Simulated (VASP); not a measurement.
The system is ZrO2.

```
Zr O
1.0
     0.00000    2.55000    2.55000
     2.55000    0.00000    2.55000
     2.55000    2.55000    0.00000
Zr O
1 2
Direct
  0.00000 0.00000 0.00000
  0.25000 0.25000 0.25000
  0.75000 0.75000 0.75000
```

The cell was built by a generator and needn't be a form met in nature.

Base run:

* Program: VASP 6.6.1
* Functional: PBEsol
* Potentials or basis: VASP PAW PBE potentials, release 64 (Zr_sv, O)
* Cutoff: 700 eV
* k mesh: 6 × 6 × 6
* Occupations: gaussian, width 0.05 eV
* Spin: no spin polarisation

Its results: band gap on the k mesh 3.27 eV, indirect (least direct gap 3.69 eV); pressure -4.9 GPa.

Task: After a change of settings the same cell gave: band gap on the k mesh 3.34 eV, indirect (least direct gap 3.78 eV); pressure 2.3 GPa. Which change was it?
A. functional from PBEsol to LDA; potentials or basis from VASP PAW PBE potentials, release 64 (Zr_sv, O) to VASP PAW LDA potentials, release 64 (Zr_sv, O)
B. functional from PBEsol to PBE
C. functional from PBEsol to HSE06; further incar settings from ALGO = Fast; EDIFF = 1e-06; NBANDS = 19 to ALGO = Normal; EDIFF = 1e-06; NBANDS = 19

Result: B.

PBE binds less tightly than PBEsol, so the same cell stands under more pressure.

Caveats: the PAW data sets were made with another functional, which shifts forces and pressure a little (some runs).
